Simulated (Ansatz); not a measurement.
# Mg2Sn: stress in a strained cell

Mg2Sn is deformed so: zz strain of -1 %. What stress and forces result, by LAPW, PAW and all-electron datasets made for the crystal?

Program: Ansatz 0.2.0. Level of theory: DFT LDA, scalar-relativistic. These are calculated values, not measurements.

### Step 1. Starting point

It takes space group Fm-3m (No. 225, cubic). The conventional cell has a = 6.759 Å, b = 6.759 Å, c = 6.759 Å, α = 90.00°, β = 90.00°, γ = 90.00°. Mg (site symmetry -43m) has 4 Sn at 2.93 Å in its first shell of neighbours. Sn (site symmetry m-3m) is surrounded by 8 Mg at 2.93 Å.

As a file:

```
CELL_PARAMETERS angstrom
0.00000 3.37950 3.37950
3.37950 0.00000 3.37950
3.37950 3.37950 0.00000
ATOMIC_POSITIONS crystal
Mg 0.25000 0.25000 0.25000
Mg 0.75000 0.75000 0.75000
Sn 0.00000 0.00000 0.00000
```

Atoms are numbered in the order of the input: Mg1, Mg2, Sn3.

### Step 2. The deformed structure

Space group Fm-3m before, I4/mmm after.

### Step 3. All-electron LAPW

Contents of input.yaml:

```yaml
crystal:
  lattice:
    - [0.0, 3.3795, 3.345705]
    - [3.3795, 0.0, 3.345705]
    - [3.3795, 3.3795, 0.0]
  atoms:
    - { symbol: Mg, position: [0.25, 0.25, 0.25] }
    - { symbol: Mg, position: [0.75, 0.75, 0.75] }
    - { symbol: Sn, position: [0.0, 0.0, 0.0] }
kpoints:
  mp_grid: { grid: [11, 11, 11] }
  band_path:
    path:
      - [0.0, 0.0, 0.0]
      - [0.0, 0.5, 0.5]
      - [0.25, 0.75, 0.5]
      - [0.0, 0.5, 0.0]
      - [0.0, 0.0, 0.0]
      - [0.5, 0.5, 0.0]
      - [0.3775380063, 0.6224619937, 0.0]
      - [-0.3775380063, 0.3775380063, 0.0]
      - [0.0, 0.0, 0.0]
    npoints: 5
scf:
  occupations: { method: fermi_dirac, width: 0.08 }
hamiltonian:
  xc: lda
  pseudopotentials: { kind: all_electron, lapw: { basis_error: 0.0005 } }
output:
  forces: true
  stress: true
  eigenvalues: true
```

Run with:

```console
> ansatz run input.yaml --threads 1 --pin off --max-ram 4096MiB --backend cpu --events-out ev --progress --plain --runs-dir out
```

### Step 4. Frozen-core PAW

Contents of input.yaml:

```yaml
crystal:
  lattice:
    - [0.0, 3.3795, 3.345705]
    - [3.3795, 0.0, 3.345705]
    - [3.3795, 3.3795, 0.0]
  atoms:
    - { symbol: Mg, position: [0.25, 0.25, 0.25] }
    - { symbol: Mg, position: [0.75, 0.75, 0.75] }
    - { symbol: Sn, position: [0.0, 0.0, 0.0] }
kpoints:
  mp_grid: { grid: [11, 11, 11] }
scf:
  occupations: { method: fermi_dirac, width: 0.08 }
hamiltonian:
  xc: lda
  pseudopotentials: { kind: paw }
output:
  forces: true
  stress: true
  eigenvalues: true
  efg: { contact_densities: true }
```

### Step 5. Datasets made for this crystal

Edit input.yaml of step 4 so:

```diff
@@ -15,3 +15,3 @@
   xc: lda
-  pseudopotentials: { kind: paw }
+  pseudopotentials: { kind: all_electron, datasets: crystal }
 output:
```

(Steps that only read results are left out.)

Q: Predict the outcome of this session. Wanted: pressure; largest shear or deviatoric stress.

**Answer**, as computed:

```
                                 quantity                                              value
                                 pressure  LAPW -1.39, PAW -1.41, crystal datasets -1.39 GPa
largest shear or deviatoric stress (LAPW)                                           0.31 GPa
```

What this shows: The largest part of the stress beyond the pressure is 0.31 GPa in size, in the zz component; the atoms are carried along and not relaxed. No run of the undeformed cell stands beside it, so pressure and stress hold what the given cell had before the change, as far as its symmetry allows. PAW: stress within 0.02 GPa of LAPW. Crystal datasets: stress within 0.01 GPa of LAPW.
